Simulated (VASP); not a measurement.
# LiCl (P6_3mc) in VASP: a series of runs

The runs below take LiCl through single point, with PBE.

All numbers are computed with VASP 6.6.1; they aren't measurements. Logs are shortened: lines on timing, memory, paths and dates and some standing lists are left out, and cuts for length are marked.

## Step 1: The undisturbed crystal

Symmetry: P6_3mc, No. 186, hexagonal system. Conventional cell: a = 3.925 Å, b = 3.925 Å, c = 6.357 Å, α = 90.00°, β = 90.00°, γ = 120.00°. Around Li (site symmetry 3m) lie 4 Cl at 2.40 Å. Around Cl (site symmetry 3m) lie 4 Li at 2.40 Å.

Measurements of this composition are mostly on another form, of space group No. 225.

## Step 2: Single point, PBE (strained and moved within the space group)

The input, INCAR:

```
SYSTEM = LiCl
  PREC = Accurate
  ENCUT = 520
  EDIFF = 1E-7
  ISMEAR = 0
  SIGMA = 0.02
  LREAL = .False.
  LASPH = .True.
  NELM = 100
  ALGO = Fast
  ISIF = 2
  LWAVE = .False.
  LCHARG = .False.
  GGA = PE
  NBANDS = 18
```

The input, KPOINTS:

```
Automatic mesh
0
Gamma
  9 9 4
  0 0 0
```

The input, POSCAR:

```
LiCl
1.0
    3.8754286925      0.0000000000      0.0000000000
   -1.9377143463      3.3562196983      0.0000000000
    0.0000000000      0.0000000000      6.0863459414
Li Cl
2 2
Direct
    0.6666666700      0.3333333300      0.9153427305
    0.3333333300      0.6666666700      0.4153427305
    0.6666666700      0.3333333300      0.4596582695
    0.3333333300      0.6666666700      0.9596582695
```

Potentials or basis: VASP PAW PBE potentials, release 64 (Li_sv, Cl).

Launch:

```
$ cat potpaw_PBE.64/Li_sv/POTCAR potpaw_PBE.64/Cl/POTCAR > POTCAR
$ mpirun -np 1 vasp_std > vasp.out
```

OUTCAR:

```text
SYSTEM = LiCl
   PREC = Accurate
   ENCUT = 520
   EDIFF = 1E-7
   ISMEAR = 0
   LREAL = .False.
   LASPH = .True.
   NELM = 100
   ISIF = 2
   GGA = PE

 ion  position               nearest neighbor table
   1  0.667  0.333  0.915-   4 2.25   4 2.25   4 2.25
   2  0.333  0.667  0.415-   3 2.25   3 2.25   3 2.25
   3  0.667  0.333  0.460-   2 2.25   2 2.25   2 2.25
   4  0.333  0.667  0.960-   1 2.25   1 2.25   1 2.25

  LATTYP: Found a hexagonal cell.
 ALAT       =     3.8754286925
 C/A-ratio  =     1.5704961759

  Lattice vectors:

 A1 = (   3.8754286925,   0.0000000000,   0.0000000000)
 A2 = (  -1.9377143463,   3.3562196983,   0.0000000000)
 A3 = (   0.0000000000,   0.0000000000,   6.0863459414)

Analysis of symmetry for initial positions (statically):
=====================================================================
 Subroutine PRICEL returns:
 Original cell was already a primitive cell.

 Routine SETGRP: Setting up the symmetry group for a
 hexagonal supercell.

 Subroutine GETGRP returns: Found 12 space group operations
 (whereof  6 operations were pure point group operations)
 out of a pool of 24 trial point group operations.

The static configuration has the point symmetry C_3v.
 The point group associated with its full space group is C_6v.

Analysis of symmetry for dynamics (positions and initial velocities):
=====================================================================
 Subroutine PRICEL returns:
 Original cell was already a primitive cell.

 Routine SETGRP: Setting up the symmetry group for a
 hexagonal supercell.

 Subroutine GETGRP returns: Found 12 space group operations
 (whereof  6 operations were pure point group operations)
 out of a pool of 24 trial point group operations.

The dynamic configuration has the point symmetry C_3v.
 The point group associated with its full space group is C_6v.

 Subroutine INISYM returns: Found 12 space group operations
 (whereof  6 operations are pure point group operations),
 and found     1 'primitive' translations

----------------------------------------------------------------------------------------

                                     Primitive cell

  volume of cell :      79.1638

  direct lattice vectors                    reciprocal lattice vectors
     3.875428692  0.000000000  0.000000000     0.258035970  0.148977136  0.000000000
    -1.937714346  3.356219698  0.000000000     0.000000000  0.297954273  0.000000000
     0.000000000  0.000000000  6.086345941     0.000000000  0.000000000  0.164302195

[... 92 lines left out ...]
   NFREE  =      0    steps in history (QN), initial steepest desc. (CG)
   ISIF   =      2    stress and relaxation
   ISYM   =      2    0-nonsym 1-usesym 2-fastsym
   POTIM  = 0.5000    time-step for ionic-motion
   TEBEG  =    0.0;   TEEND  =   0.0 temperature during run
   PSTRESS=    0.0 pullay stress
   NELECT =      20.0000    total number of electrons
   NUPDOWN=      -1.0000    fix difference up-down
   EMIN   =  10.00;   EMAX   =-10.00  energy-range for DOS
   EFERMI =   0.00;   METHOD = LEGACY
   ISMEAR =     0;   SIGMA  =   0.02  broadening in eV -4-tet -1-fermi 0-gaus
   EFERMI_NEDOS =   21; number of points for ismear=-14 and -15
   IALGO  =     68    algorithm
   IMIX   =      4    mixing-type and parameters
     AMIX     =   0.40;   BMIX     =  1.00
     AMIX_MAG =   1.60;   BMIX_MAG =  1.00
  volume/ion in A,a.u.               =      19.79       133.56
  Fermi-wavevector in a.u.,A,eV,Ry     =   1.034926  1.955726 14.572813  1.071072
  Thomas-Fermi vector in A             =   2.169245
   LORBIT       =      0    0 simple, 1 ext, 2 COOP (PROOUT), +10 PAW based schemes
   GGA     = PE    functional components
   LHFCALC =     F    Hartree Fock is set to
   AEXX    =    0.0000 exact exchange contribution
   IVDW    =     0    specifies the selected vdW correction
   LEPSILON=     F    determine dielectric tensor
   LRPA    =     F    only Hartree local field effects (RPA)
 non-spin polarized calculation
 RMM-DIIS sequential band-by-band and
 Gauss-broadening in eV      SIGMA  =   0.02
  energy-cutoff  :      520.00
  volume of cell :       79.16
 maximum number of plane-waves:      2151
 NGX is ok and might be reduce to    30
   NGX = 15   NGY = 15   NGZ = 23

 number of electron      19.9999994 magnetization

 Free energy of the ion-electron system (eV)
  ---------------------------------------------------
  ext. energy  EPLUGINS =         0.00000000
  ---------------------------------------------------
  free energy    TOTEN  =       -14.67314967 eV

  energy without entropy =      -14.67314967  energy(sigma->0) =      -14.67314967

 E-fermi :  -0.3398     XC(G=0):  -7.8424

 val. band max:       -0.5820924342   @ k =   0.0000   0.0000   0.0000
 cond. band min:       5.2111980066   @ k =   0.0000   0.0000   0.0000
 fundamental gap:      5.7932904409
 Fermi energy:        -0.3397878702

 k-point     1 :       0.0000    0.0000    0.0000
  band No.  band energies     occupation
      1     -43.7582      2.00000
      2     -43.7567      2.00000
      3     -13.7677      2.00000
      4     -13.3502      2.00000
      5      -3.0844      2.00000
      6      -1.5142      2.00000
[... 481 lines left out ...]
      5      -2.8961      2.00000
      6      -2.3433      2.00000
[... 10 lines left out ...]
     17      11.3313      0.00000
     18      11.6696      0.00000

 [... further k-points ...]

------------------------ aborting loop because EDIFF is reached ----------------------------------------

  FORCE on cell =-STRESS in cart. coord.  units (eV):
  Direction    XX          YY          ZZ          XY          YZ          ZX
  --------------------------------------------------------------------------------------
  -------------------------------------------------------------------------------------
  Total        1.9608557      1.9608557     -0.2684206     -0.0000000      0.0000000      0.0000000
  in kB       39.6852811     39.6852811     -5.4324999     -0.0000000      0.0000000      0.0000000
  external PRESSURE =      24.6460207 kB  Pullay stress =       0.0000000 kB

 VOLUME and BASIS-vectors are now :
 -----------------------------------------------------------------------------
  energy-cutoff  :      520.00
  volume of cell :       79.16
      direct lattice vectors                 reciprocal lattice vectors
     3.875428692  0.000000000  0.000000000     0.258035970  0.148977136  0.000000000
    -1.937714346  3.356219698  0.000000000     0.000000000  0.297954273  0.000000000
     0.000000000  0.000000000  6.086345941     0.000000000  0.000000000  0.164302195

 POSITION                                       TOTAL-FORCE (eV/Angst)
 -----------------------------------------------------------------------------------
      1.93771      1.11874      5.57109        -0.000000     -0.000000     -0.222662
     -0.00000      2.23748      2.52792        -0.000000      0.000000     -0.222662
      1.93771      1.11874      2.79764         0.000000     -0.000000      0.222662
     -0.00000      2.23748      5.84081        -0.000000      0.000000      0.222662
 -----------------------------------------------------------------------------------
    total drift:                                0.000006     -0.000003      0.000057

  FREE ENERGIE OF THE ION-ELECTRON SYSTEM (eV)
  ---------------------------------------------------
  free  energy   TOTEN  =       -14.6731496677 eV

  energy  without entropy=      -14.6731496677  energy(sigma->0) =      -14.67314967
```

OSZICAR:

```text
N       E                     dE             d eps       ncg     rms          rms(c)
DAV:   1     0.133633459954E+03    0.13363E+03   -0.89244E+03  1296   0.107E+03
DAV:   2     0.310804318573E+00   -0.13332E+03   -0.12753E+03  1612   0.240E+02
DAV:   3    -0.144598598080E+02   -0.14771E+02   -0.14701E+02  2252   0.683E+01
DAV:   4    -0.148962874821E+02   -0.43643E+00   -0.43466E+00  1922   0.132E+01
[... 12 lines left out ...]
RMM:  17    -0.146731495571E+02   -0.29972E-05   -0.77916E-06  2147   0.149E-02    0.204E-03
RMM:  18    -0.146731496662E+02   -0.10912E-06   -0.36191E-06  2092   0.101E-02    0.132E-03
RMM:  19    -0.146731489892E+02    0.67701E-06   -0.16329E-06  1997   0.702E-03    0.311E-04
RMM:  20    -0.146731495707E+02   -0.58157E-06   -0.72061E-07  1793   0.490E-03    0.456E-04
RMM:  21    -0.146731496677E+02   -0.96968E-07   -0.38152E-07  1698   0.374E-03
   1 F= -.14673150E+02 E0= -.14673150E+02  d E =-.626191E-68
```

stdout:

```text
POSCAR found type information on POSCAR LiCl
 POSCAR found :  2 types and       4 ions
 scaLAPACK will be used
 LDA part: xc-table for (Slater+PW92), standard interpolation
 POSCAR, INCAR and KPOINTS ok, starting setup
 FFT: planning ... GRIDC
 FFT: planning ... GRID_SOFT
 FFT: planning ... GRID
 WAVECAR not read
 entering main loop
WARNING in EDDRMM: call to ZHEGV failed, returncode =   8  4     14
WARNING in EDDRMM: call to ZHEGV failed, returncode =   8  4     16
 num prob  num prob RMM:  18    -0.146731496662E+02   -0.10912E-06   -0.36191E-06  2092   0.101E-02    0.132E-03
 num prob  num prob  num prob RMM:  19    -0.146731489892E+02    0.67701E-06   -0.16329E-06  1997   0.702E-03    0.311E-04
 num prob  num prob  num prob  num prob RMM:  20    -0.146731495707E+02   -0.58157E-06   -0.72061E-07  1793   0.490E-03    0.456E-04
 num prob  num prob  num prob WARNING in EDDRMM: call to ZHEGV failed, returncode =   6  3      8
 num prob  num prob  num prob  num prob RMM:  21    -0.146731496677E+02   -0.96968E-07   -0.38152E-07  1698   0.374E-03
```

Run time: 42 s. Hardware: 1 thread of Intel Xeon 6975P-C (Granite Rapids), shared host; peak memory 0.2 GiB.

What came out:

* Free energy: -14.6731 eV
* Largest force: 0.223 eV/Å
* Band gap on the k mesh: 5.79 eV, direct

Forces on the atoms (eV/Å):
```
Li   0.000  0.000 -0.223
Li   0.000  0.000 -0.223
Cl   0.000  0.000  0.223
Cl   0.000  0.000  0.223
```

Caveat: the cutoff is under 1.25 times the usual one of these potentials, so pressure, stress and relaxed cells hold a basis-set (Pulay) error; an odd mesh through Γ misses points on the zone boundary, where band edges often lie.

## Step 3: Single point, PBE (Li replaced by K, lengths x 1.196, strained and moved within the space group)

The input, INCAR:

```
ALGO = Normal
EDIFF = 1E-6
ENCUT = 520
GGA = PE
ISIF = 2
ISMEAR = 0
LASPH = T
LCHARG = F
LREAL = F
LWAVE = F
NBANDS = 24
NELM = 100
PREC = Accurate
SIGMA = 0.02
```

The input, KPOINTS:

```
k-points
0
Gamma
  6 6 4
```

The input, POSCAR:

```
KCl
1.0
    4.5114174587      0.0000000000      0.0000000000
   -2.2557087294      3.9070021264      0.0000000000
    0.0000000000      0.0000000000      7.3071765218
K Cl
2 2
Direct
    0.6666666700      0.3333333300      0.8760170000
    0.3333333300      0.6666666700      0.3760170000
    0.6666666700      0.3333333300      0.4989840000
    0.3333333300      0.6666666700      0.9989840000
```

Potentials or basis: VASP PAW PBE potentials, release 64 (K_sv, Cl).

Launch:

```
$ cat potpaw_PBE.64/K_sv/POTCAR potpaw_PBE.64/Cl/POTCAR > POTCAR
$ mpirun -np 1 vasp_std > vasp.out
```

OUTCAR:

```text
EDIFF = 1E-6
   ENCUT = 520
   GGA = PE
   ISIF = 2
   ISMEAR = 0
   LASPH = T
   LREAL = F
   NELM = 100
   PREC = Accurate

 ion  position               nearest neighbor table
   1  0.667  0.333  0.876-   3 2.76   4 2.76   4 2.76   4 2.76
   2  0.333  0.667  0.376-   4 2.76   3 2.76   3 2.76   3 2.76
   3  0.667  0.333  0.499-   1 2.76   2 2.76   2 2.76   2 2.76
   4  0.333  0.667  0.999-   2 2.76   1 2.76   1 2.76   1 2.76

  LATTYP: Found a hexagonal cell.
 ALAT       =     4.5114174587
 C/A-ratio  =     1.6197074619

  Lattice vectors:

 A1 = (   4.5114174587,   0.0000000000,   0.0000000000)
 A2 = (  -2.2557087294,   3.9070021264,   0.0000000000)
 A3 = (   0.0000000000,   0.0000000000,   7.3071765218)

Analysis of symmetry for initial positions (statically):
=====================================================================
 Subroutine PRICEL returns:
 Original cell was already a primitive cell.

[... 169 lines left out ...]
  free energy    TOTEN  =       -12.43553358 eV

  energy without entropy =      -12.43553358  energy(sigma->0) =      -12.43553358

 E-fermi :  -2.1365     XC(G=0):  -7.1699

 val. band max:       -2.2625607887   @ k =   0.5000   0.0000   0.0000
 cond. band min:       3.1066561903   @ k =   0.0000   0.0000   0.0000
 fundamental gap:      5.3692169790
 Fermi energy:        -2.1365283842

 k-point     1 :       0.0000    0.0000    0.0000
  band No.  band energies     occupation
      1     -28.7984      2.00000
      2     -28.7828      2.00000
      3     -14.5942      2.00000
      4     -14.2586      2.00000
      5     -12.3832      2.00000
      6     -12.3832      2.00000
[... 556 lines left out ...]
     23       8.4527      0.00000
     24       8.4527      0.00000

------------------------ aborting loop because EDIFF is reached ----------------------------------------

  FORCE on cell =-STRESS in cart. coord.  units (eV):
  Direction    XX          YY          ZZ          XY          YZ          ZX
  --------------------------------------------------------------------------------------
  -------------------------------------------------------------------------------------
  Total        6.0559807      6.0559807      5.7229656     -0.0000000      0.0000000     -0.0000000
  in kB       75.3336146     75.3336146     71.1910591     -0.0000000      0.0000000     -0.0000000
  external PRESSURE =      73.9527628 kB  Pullay stress =       0.0000000 kB

 VOLUME and BASIS-vectors are now :
 -----------------------------------------------------------------------------
  energy-cutoff  :      520.00
  volume of cell :      128.80
      direct lattice vectors                 reciprocal lattice vectors
     4.511417459  0.000000000  0.000000000     0.221659824  0.127975359  0.000000000
    -2.255708729  3.907002126  0.000000000     0.000000000  0.255950718  0.000000000
     0.000000000  0.000000000  7.307176522     0.000000000  0.000000000  0.136851764

 POSITION                                       TOTAL-FORCE (eV/Angst)
 -----------------------------------------------------------------------------------
      2.25571      1.30233      6.40121         0.000000     -0.000000      0.043051
     -0.00000      2.60467      2.74762        -0.000000      0.000000      0.043051
      2.25571      1.30233      3.64616        -0.000000      0.000000     -0.043051
     -0.00000      2.60467      7.29975         0.000000     -0.000000     -0.043051
 -----------------------------------------------------------------------------------
    total drift:                                0.000008     -0.000005      0.000411

  FREE ENERGIE OF THE ION-ELECTRON SYSTEM (eV)
  ---------------------------------------------------
  free  energy   TOTEN  =       -12.4355335832 eV

  energy  without entropy=      -12.4355335832  energy(sigma->0) =      -12.43553358
```

Wall time 31 s (1 thread of Intel Xeon 6975P-C (Granite Rapids), shared host); peak memory 0.25 GiB.

What came out:

```
Free energy            : -12.4355 eV
Pressure               : 7.4 GPa
Largest force          : 0.043 eV/Å
Band gap on the k mesh : 5.37 eV, indirect (least direct gap 5.48 eV)
```

Forces on the atoms (eV/Å):
```
K    0.000  0.000  0.043
K    0.000  0.000  0.043
Cl   0.000  0.000 -0.043
Cl   0.000  0.000 -0.043
```

Levels at points of the mesh, in eV from the valence-band top:
```
           k point  band 14  band 15  band 16  band 17  band 18  band 19
(0.00, 0.00, 0.00)    -0.20    -0.11    -0.11     5.37     7.99     8.69
(0.50, 0.00, 0.00)    -0.13    -0.11     0.00     7.17     7.38     8.00
(0.00, 0.00, 0.50)    -0.17    -0.17    -0.17     6.48     6.48     9.65
(0.50, 0.00, 0.50)    -0.07    -0.05    -0.05     7.39     7.39     8.47
```

[end of part 1 of 2]
